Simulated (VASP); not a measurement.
# H (Cmce) in VASP: a series of runs

One crystal, H, is run at these levels: PBEsol; tasks: single point, relaxation of cell and atoms.

Everything below comes from runs of VASP 6.6.1. Logs are shortened: lines on timing, memory, paths and dates and some standing lists are left out, and cuts for length are marked.

### Step 1. Starting point

Symmetry: Cmce, No. 64, orthorhombic system. Conventional cell: a = 5.308 Å, b = 4.968 Å, c = 4.224 Å, α = 90.00°, β = 90.00°, γ = 90.00°. H (site symmetry m) is surrounded by 1 H at 0.76 Å.

### Step 2. Single point, PBEsol

The input, INCAR:

```
PREC     = Accurate       # precision mode
ENCUT    = 520            # plane-wave cutoff, eV
EDIFF    = 1E-6           # SCF threshold, eV
ISMEAR   = 0              # smearing method
SIGMA    = 0.02           # smearing width, eV
LREAL    = F              # projectors in reciprocal space
LASPH    = T              # aspherical terms in the spheres
NELM     = 100            # most SCF steps
ALGO     = Fast           # electronic algorithm
ISIF     = 2              # what is computed and relaxed
LWAVE    = F              # write WAVECAR
LCHARG   = T              # write CHGCAR
GGA      = PS             # functional
LELF     = T              # ELF
LVHAR    = T            
NBANDS   = 10             # bands
```

The input, KPOINTS:

```
Automatic mesh
0
Gamma
  6 6 6
```

The input, POSCAR:

```
H
1.0
    2.6539034237     -2.4837969057      0.0000000000
    2.6539034237      2.4837969057      0.0000000000
    0.0000000000      0.0000000000      4.2241664980
H
4
Direct
    0.9506933623      0.0493066377      0.0687484151
    0.4506933623      0.5493066377      0.4312515849
    0.5493066377      0.4506933623      0.5687484151
    0.0493066377      0.9506933623      0.9312515849
```

Potentials or basis: VASP PAW PBE potentials, release 64 (H).

The run is started by

```console
> cat potpaw_PBE.64/H/POTCAR > POTCAR
> mpirun -np 1 vasp_std > vasp.out
```

OUTCAR:

```text
PREC = Accurate
   ENCUT = 520
   EDIFF = 1E-6
   ISMEAR = 0
   LREAL = F
   LASPH = T
   NELM = 100
   ISIF = 2
   GGA = PS

 ion  position               nearest neighbor table
   1  0.951  0.049  0.069-   4 0.76
   2  0.451  0.549  0.431-   3 0.76
   3  0.549  0.451  0.569-   2 0.76
   4  0.049  0.951  0.931-   1 0.76

  LATTYP: Found a base centered orthorhombic cell.
 ALAT       =     4.9675938114
 B/A-ratio  =     1.0684864844
 C/A-ratio  =     0.8503445850

  Lattice vectors:

 A1 = (  -2.6539034237,  -2.4837969057,   0.0000000000)
 A2 = (   2.6539034237,  -2.4837969057,   0.0000000000)
 A3 = (   0.0000000000,   0.0000000000,   4.2241664980)

Analysis of symmetry for initial positions (statically):
=====================================================================
 Subroutine PRICEL returns:
 Original cell was already a primitive cell.

 Routine SETGRP: Setting up the symmetry group for a
 base centered orthorhombic supercell.

 Subroutine GETGRP returns: Found  8 space group operations
 (whereof  4 operations were pure point group operations)
 out of a pool of  8 trial point group operations.

The static configuration has the point symmetry C_2h.
 The point group associated with its full space group is D_2h.

Analysis of symmetry for dynamics (positions and initial velocities):
=====================================================================
 Subroutine PRICEL returns:
 Original cell was already a primitive cell.

 Routine SETGRP: Setting up the symmetry group for a
 base centered orthorhombic supercell.

 Subroutine GETGRP returns: Found  8 space group operations
 (whereof  4 operations were pure point group operations)
 out of a pool of  8 trial point group operations.

The dynamic configuration has the point symmetry C_2h.
 The point group associated with its full space group is D_2h.

 Subroutine INISYM returns: Found  8 space group operations
 (whereof  4 operations are pure point group operations),
 and found     1 'primitive' translations

----------------------------------------------------------------------------------------

                                     Primitive cell

  volume of cell :      55.6894

  direct lattice vectors                    reciprocal lattice vectors
     2.653903424 -2.483796906  0.000000000     0.188401731 -0.201304704  0.000000000
     2.653903424  2.483796906  0.000000000     0.188401731  0.201304704  0.000000000
     0.000000000  0.000000000  4.224166498     0.000000000  0.000000000  0.236733093

  length of vectors
     3.634893458  3.634893458  4.224166498     0.275715063  0.275715063  0.236733093

  position of ions in fractional coordinates (direct lattice)
     0.950693362  0.049306638  0.068748415
     0.450693362  0.549306638  0.431251585
     0.549306638  0.450693362  0.568748415
     0.049306638  0.950693362  0.931251585

  ion indices of the primitive-cell ions
   primitive index   ion index
                 1           1
                 2           2
                 3           3
                 4           4

----------------------------------------------------------------------------------------

 KPOINTS: Automatic mesh

Automatic generation of k-mesh.
 Grid dimensions read from file:
 generate k-points for:    6    6    6

 Generating k-lattice:

  Cartesian coordinates                     Fractional coordinates (reciprocal lattice)
     0.031400289 -0.033550784  0.000000000     0.166666667 -0.000000000  0.000000000
     0.031400289  0.033550784  0.000000000    -0.000000000  0.166666667  0.000000000
     0.000000000  0.000000000  0.039455515     0.000000000  0.000000000  0.166666667

  Length of vectors
     0.045952511  0.045952511  0.039455515

  Shift w.r.t. Gamma in fractional coordinates (k-lattice)
     0.000000000  0.000000000  0.000000000

 Subroutine IBZKPT returns following result:
 ===========================================

 Found     52 irreducible k-points:

 Following reciprocal coordinates:
            Coordinates               Weight
  0.000000  0.000000  0.000000      1.000000
  0.166667  0.000000  0.000000      4.000000
  0.333333  0.000000  0.000000      4.000000
  0.500000  0.000000  0.000000      2.000000
  0.166667  0.166667  0.000000      2.000000
  0.333333  0.166667  0.000000      4.000000
[... 16 lines left out ...]
  0.333333  0.333333  0.166667      4.000000
  0.500000  0.333333  0.166667      8.000000
 [... further k-points ...]
   k-points           NKPTS =     52   k-points in BZ     NKDIM =     52   number of bands    NBANDS=     10
   number of dos      NEDOS =    301   number of ions     NIONS =      4
   total plane-waves  NPLWV =  25088
   dimension x,y,z NGX =    28 NGY =   28 NGZ =   32
   dimension x,y,z NGXF=    56 NGYF=   56 NGZF=   64
   ions per type =               4
   NGX,Y,Z   is equivalent  to a cutoff of  12.81, 12.81, 12.59 a.u.
   NGXF,Y,Z  is equivalent  to a cutoff of  25.61, 25.61, 25.19 a.u.
 SYSTEM =  unknown system
   PREC   = accura    normal or accurate (medium, high low for compatibility)
   ISTART =      0    job   : 0-new  1-cont  2-samecut
   ICHARG =      2    charge: 1-file 2-atom 10-const
   ISPIN  =      1    spin polarized calculation?
   LNONCOLLINEAR =      F non collinear calculations
   LSORBIT =      F    spin-orbit coupling
   LASPH  =      T    aspherical Exc in radial PAW
   ENCUT  =  520.0 eV  38.22 Ry    6.18 a.u.   6.76  6.76  7.85*2*pi/ulx,y,z
   NELM   =    100;   NELMIN=  2; NELMDL= -5     # of ELM steps
   EDIFF  = 0.1E-05   stopping-criterion for ELM
   LREAL  =      F    real-space projection
   EDIFFG = 0.1E-04   stopping-criterion for IOM
   NSW    =      0    number of steps for IOM
   IBRION =     -1    ionic relax: 0-MD 1-quasi-New 2-CG
   NFREE  =      0    steps in history (QN), initial steepest desc. (CG)
   ISIF   =      2    stress and relaxation
   ISYM   =      2    0-nonsym 1-usesym 2-fastsym
   POTIM  = 0.5000    time-step for ionic-motion
   TEBEG  =    0.0;   TEEND  =   0.0 temperature during run
   PSTRESS=    0.0 pullay stress
   NELECT =       4.0000    total number of electrons
   NUPDOWN=      -1.0000    fix difference up-down
   EMIN   =  10.00;   EMAX   =-10.00  energy-range for DOS
   EFERMI =   0.00;   METHOD = LEGACY
   ISMEAR =     0;   SIGMA  =   0.02  broadening in eV -4-tet -1-fermi 0-gaus
   EFERMI_NEDOS =   21; number of points for ismear=-14 and -15
   IALGO  =     68    algorithm
   IMIX   =      4    mixing-type and parameters
     AMIX     =   0.40;   BMIX     =  1.00
     AMIX_MAG =   1.60;   BMIX_MAG =  1.00
  volume/ion in A,a.u.               =      13.92        93.95
  Fermi-wavevector in a.u.,A,eV,Ry     =   0.680515  1.285986  6.300859  0.463100
  Thomas-Fermi vector in A             =   1.759027
   LORBIT       =      0    0 simple, 1 ext, 2 COOP (PROOUT), +10 PAW based schemes
   GGA     = PS    functional components
   LHFCALC =     F    Hartree Fock is set to
   AEXX    =    0.0000 exact exchange contribution
   IVDW    =     0    specifies the selected vdW correction
   LEPSILON=     F    determine dielectric tensor
   LRPA    =     F    only Hartree local field effects (RPA)
 non-spin polarized calculation
 RMM-DIIS sequential band-by-band and
 Gauss-broadening in eV      SIGMA  =   0.02
  energy-cutoff  :      520.00
  volume of cell :       55.69
 maximum number of plane-waves:      1514
   NGX = 13   NGY = 13   NGZ = 15

 number of electron       4.0000001 magnetization

 Free energy of the ion-electron system (eV)
  ---------------------------------------------------
  ext. energy  EPLUGINS =         0.00000000
  ---------------------------------------------------
  free energy    TOTEN  =       -13.05833008 eV

  energy without entropy =      -13.05833008  energy(sigma->0) =      -13.05833008

 E-fermi :  -8.2193     XC(G=0):  -4.9287

 val. band max:       -8.3076307681   @ k =   0.0000   0.0000   0.0000
 cond. band min:       0.6548815576   @ k =   0.5000   0.0000   0.5000
 fundamental gap:      8.9625123257
 Fermi energy:        -8.2193030907

 k-point     1 :       0.0000    0.0000    0.0000
  band No.  band energies     occupation
      1     -10.1735      2.00000
      2      -8.3076      2.00000
      3       2.5488      0.00000
      4       4.2808      0.00000
      5       4.6084      0.00000
      6       6.8972      0.00000
      7       7.0502      0.00000
      8       8.6717      0.00000
      9      10.5305      0.00000
     10      11.2844      0.00000

 k-point     2 :       0.1667    0.0000    0.0000
  band No.  band energies     occupation
      1     -10.0197      2.00000
      2      -8.3778      2.00000
      3       2.7121      0.00000
      4       3.7782      0.00000
      5       3.9815      0.00000
      6       6.2234      0.00000
      7       7.6309      0.00000
      8       9.5428      0.00000
      9      11.2133      0.00000
     10      11.2422      0.00000

 k-point     3 :       0.3333    0.0000    0.0000
  band No.  band energies     occupation
      1      -9.6064      2.00000
      2      -8.6266      2.00000
      3       2.6050      0.00000
      4       2.6118      0.00000
      5       4.0843      0.00000
      6       6.1941      0.00000
      7       8.1475      0.00000
      8       8.9317      0.00000
      9      10.1981      0.00000
     10      12.2704      0.00000
[... 248 lines left out ...]
 k-point    23 :       0.3333    0.3333    0.1667
  band No.  band energies     occupation
      1      -9.2437      2.00000
      2      -8.5745      2.00000
      3       1.8194      0.00000
      4       2.5155      0.00000
      5       3.2547      0.00000
      6       6.6557      0.00000
      7       6.8221      0.00000
      8       8.5238      0.00000
      9      10.0492      0.00000
     10      10.2958      0.00000

 k-point    24 :       0.5000    0.3333    0.1667
  band No.  band energies     occupation
      1      -8.9732      2.00000
      2      -8.7213      2.00000
      3       1.5074      0.00000
      4       2.2074      0.00000
      5       3.9667      0.00000
      6       5.4655      0.00000
      7       7.4847      0.00000
      8       8.6075      0.00000
      9       9.2738      0.00000
     10       9.5033      0.00000

 [... further k-points ...]

------------------------ aborting loop because EDIFF is reached ----------------------------------------

  FORCE on cell =-STRESS in cart. coord.  units (eV):
  Direction    XX          YY          ZZ          XY          YZ          ZX
  --------------------------------------------------------------------------------------
  -------------------------------------------------------------------------------------
  Total       -0.0511602     -0.0686092     -0.0564336      0.0000000     -0.0000000      0.0000000
  in kB       -1.4718735     -1.9738798     -1.6235887      0.0000000     -0.0000000      0.0000000
  external PRESSURE =      -1.6897807 kB  Pullay stress =       0.0000000 kB

 VOLUME and BASIS-vectors are now :
 -----------------------------------------------------------------------------
  energy-cutoff  :      520.00
  volume of cell :       55.69
      direct lattice vectors                 reciprocal lattice vectors
     2.653903424 -2.483796906  0.000000000     0.188401731 -0.201304704  0.000000000
     2.653903424  2.483796906  0.000000000     0.188401731  0.201304704  0.000000000
     0.000000000  0.000000000  4.224166498     0.000000000  0.000000000  0.236733093

 POSITION                                       TOTAL-FORCE (eV/Angst)
 -----------------------------------------------------------------------------------
      2.65390     -2.23886      0.29040         0.000000     -0.004701     -0.006602
      2.65390      0.24494      1.82168         0.000000     -0.004701      0.006602
      2.65390     -0.24494      2.40249         0.000000      0.004701     -0.006602
      2.65390      2.23886      3.93376         0.000000      0.004701      0.006602
 -----------------------------------------------------------------------------------
    total drift:                               -0.000000      0.000000     -0.000000

  FREE ENERGIE OF THE ION-ELECTRON SYSTEM (eV)
  ---------------------------------------------------
  free  energy   TOTEN  =       -13.0583300783 eV

  energy  without entropy=      -13.0583300783  energy(sigma->0) =      -13.05833008
```

Wall time 10 s (1 thread of Intel Xeon 6975P-C (Granite Rapids), shared host); peak memory 0.15 GiB.

Results:

| Property | Result |
| --- | --- |
| Free energy | -13.0583 eV |
| Pressure | -0.2 GPa |
| Largest force | 0.008 eV/Å |
| Band gap on the k mesh | 8.96 eV, indirect (least direct gap 9.60 eV) |

Forces in eV/Å, atoms in the order of the input:
```
H    0.000 -0.005 -0.007
H    0.000 -0.005  0.007
H    0.000  0.005 -0.007
H    0.000  0.005  0.007
```

Caveat: the PAW data sets were made with another functional, which shifts forces and pressure a little. PBEsol gaps usually lie below the measured ones, often by a third to a half.

(Part 1 of 2 ends here.)
